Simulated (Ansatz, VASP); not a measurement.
# One calculation of HgTe, two programs

The input INCAR:

```
SYSTEM = HgTe
PREC = Accurate
ENCUT = 520
EDIFF = 1E-6
ISMEAR = -1
SIGMA = 0.05
LREAL = .False.
LASPH = .True.
NELM = 60
ALGO = Normal
ISIF = 2
LWAVE = .False.
LCHARG = .True.
GGA = PS
LELF = .True.
LVHAR = .True.
NBANDS = 16
```

KPOINTS

```
regular mesh
0
Gamma
  9 9 9
  0 0 0
```

File POSCAR:

```
HgTe
1.0
    0.0000000000      3.1799338486      3.1799338486
    3.1799338486      0.0000000000      3.1799338486
    3.1799338486      3.1799338486      0.0000000000
Hg Te
1 1
Direct
    0.0000000000      0.0000000000      0.0000000000
    0.7500000000      0.7500000000      0.7500000000
```

Input for Ansatz:

```yaml
crystal:
  lattice:
    - [0.0, 3.1799338486, 3.1799338486]
    - [3.1799338486, 0.0, 3.1799338486]
    - [3.1799338486, 3.1799338486, 0.0]
  atoms:
    - { symbol: Hg, position: [0.0, 0.0, 0.0] }
    - { symbol: Te, position: [0.75, 0.75, 0.75] }
kpoints:
  mp_grid: { grid: [9, 9, 9] }
  band_path:
    path:
      - [0.0, 0.0, 0.0]
      - [-0.5, -0.5, 0.0]
      - [-0.375, -0.375, 0.25]
      - [-0.375, 0.0, 0.375]
      - [0.0, 0.0, 0.0]
      - [0.0, 0.0, 0.5]
      - [-0.5, -0.25, 0.25]
      - [-0.5, -0.5, 0.0]
    npoints: 5
scf:
  occupations: { method: fermi_dirac, width: 0.05 }
hamiltonian:
  xc: pbesol
  pseudopotentials: { kind: all_electron, lapw: { basis_error: 0.0005 } }
output:
  forces: true
  stress: true
  eigenvalues: true
```

Change from the starting cell: volume scaled by 0.96.

Alike in both runs: task single point; functional PBEsol; k mesh 9 × 9 × 9; occupations fermi-dirac, width 0.05 eV; no spin polarisation.

|  | VASP | Ansatz |
| --- | --- | --- |
| version | VASP 6.6.1 | Ansatz 0.2.0 |
| potentials or method | VASP PAW PBE potentials, release 64 (Hg, Te) | all-electron LAPW, scalar-relativistic |
| plane-wave cutoff (eV) | 520 | see its input |

VASP gave:

- pressure (GPa): 3.7

**Question.** What did Ansatz give for the same quantities?

**Answer.** Pressure (GPa): 3.5.

Ansatz ran all-electron here, so the differences hold the error of VASP's frozen core and of both bases.

Caveats: the PAW data sets were made with another functional, which shifts forces and pressure a little (VASP). Spin-orbit coupling is left out, which matters for the levels of Hg, Te.
